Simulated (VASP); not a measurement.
Set up this calculation in VASP 6.6.1, as the native input.

- Task: single point
- Functional: BLYP
- Potentials or basis: VASP PAW PBE potentials, release 64 (C)
- Cutoff: 520 eV
- k mesh: 19 × 19 × 19
- Occupations: fermi-dirac, width 0.1 eV
- Spin: no spin polarisation
- Dipole correction: no
- Further INCAR settings: ALGO = Fast; EDIFF = 1e-07; NBANDS = 8

The structure of C lies in POSCAR:

```
C
1.0
    1.8032401330      0.0000000000      0.0000000000
    0.0000000000      1.8032401330      0.0000000000
    0.0000000000      0.0000000000      1.8032401330
C
1
Direct
    0.0000000000      0.0000000000      0.0000000000
```

This isn't the form of C at room conditions, which is graphite.

One way to write it, as run:

INCAR

```
SYSTEM = C
  PREC = Accurate
  ENCUT = 520
  EDIFF = 1E-7
  ISMEAR = -1
  SIGMA = 0.1
  LREAL = .False.
  LASPH = .True.
  NELM = 80
  ALGO = Fast
  ISIF = 2
  LWAVE = .False.
  LCHARG = .False.
  GGA = B5
  ALDAX = 1.0
  AGGAX = 1.0
  AGGAC = 1.0
  ALDAC = 0.0
  NBANDS = 8
```

KPOINTS

```
Automatic mesh
0
Gamma
  19 19 19
  0 0 0
```

Potentials or basis: VASP PAW PBE potentials, release 64 (C).

Command:

```console
$ cat potpaw_PBE.64/C/POTCAR > POTCAR
$ mpirun -np 1 vasp_std > vasp.out
```

It gave:

| Property | Result |
| --- | --- |
| Pressure | -0.1 GPa |
| Band gap on the k mesh | none (metal or under the smearing width) |

Caveat: the PAW data sets were made with another functional, which shifts forces and pressure a little.

It took 3.5 s on 1 thread of Intel(R) Xeon(R) 6975P-C (Granite Rapids), on a shared host, peak memory 0.1 GiB.
